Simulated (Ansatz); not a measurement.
What a change of settings does to a run on BaS

The cell was built from the zincblende type and relaxed in the same program, and has space group F-43m; it needn't be a known or the stable phase.

First run: DFT, PBEsol, PAW with Ansatz's default frozen-core files, scalar-relativistic (Ansatz 0.2.0).

Command: `ansatz run input.yaml --threads 1 --pin off --max-ram 2048MiB --backend cpu --events-out ev --progress --plain --runs-dir out` The run took about 3.6 s on 1 thread of a shared machine.

```yaml
crystal:
  lattice:
    - [0.0, 3.5161364223, 3.5161364223]
    - [3.5161364223, 0.0, 3.5161364223]
    - [3.5161364223, 3.5161364223, 0.0]
  atoms:
    - { symbol: Ba, position: [0.0, 0.0, 0.0] }
    - { symbol: S, position: [0.25, 0.25, 0.25] }
kpoints:
  mp_grid: { grid: [9, 9, 9] }
  band_path:
    path:
      - [0.0, 0.0, 0.0]
      - [-0.5, -0.5, 0.0]
      - [-0.375, -0.375, 0.25]
      - [-0.375, 0.0, 0.375]
      - [0.0, 0.0, 0.0]
      - [0.0, 0.0, 0.5]
      - [-0.5, -0.25, 0.25]
      - [-0.5, -0.5, 0.0]
    npoints: 5
scf:
  occupations: { method: fermi_dirac, width: 0.08 }
hamiltonian:
  xc: pbesol
  pseudopotentials: { kind: paw }
output:
  forces: true
  stress: true
  eigenvalues: true
  efg: { contact_densities: true }
```

Result: converged; pressure -1.13 GPa; gap on the k mesh 2.65 eV (the mesh can miss the band edges); 6 SCF iterations.

No spin–orbit coupling, which matters for the heavy atoms here.

A second input differs as follows:

```diff
@@ -22,4 +22,5 @@
 scf:
   occupations: { method: fermi_dirac, width: 0.08 }
+  max_iter: 75
 hamiltonian:
   xc: pbesol
@@ -30,3 +31,4 @@
   eigenvalues: true
   efg: { contact_densities: true }
+total_charge: 6
```

Task: What is wrong with it, and what does the program do?

Result: The fault is a charge that the system can't hold (a charged periodic cell is solved on a neutralising background, which makes energy and pressure unphysical). The run converged; pressure 6.86 GPa; gap on the k mesh 1.69 eV (the mesh can miss the band edges); 10 SCF iterations. Such numbers aren't properties of the crystal. The log ends:
```
            electrostatic potential = -1608.338902 V   contact ρ = 19754.613932 e/Å³
--- Band table (eV; the first three rows and the last of 35) ---
  k-point 0: bands = ["-24.0971", "-18.5239", "-9.0287", "-9.0287", "-9.0287", "-6.6391", "-6.6391", "-6.6391", "7.4668"]
  k-point 1: bands = ["-24.0932", "-18.5361", "-9.0435", "-9.0435", "-9.0167", "-6.6322", "-6.6169", "-6.6169", "7.4136"]
  k-point 2: bands = ["-24.0833", "-18.5670", "-9.0798", "-9.0798", "-8.9878", "-6.6126", "-6.5618", "-6.5618", "7.3569"]
  k-point 34: bands = ["-24.0529", "-18.6594", "-9.3009", "-9.2639", "-8.6132", "-6.8978", "-6.2907", "-6.2498", "6.8928"]
```
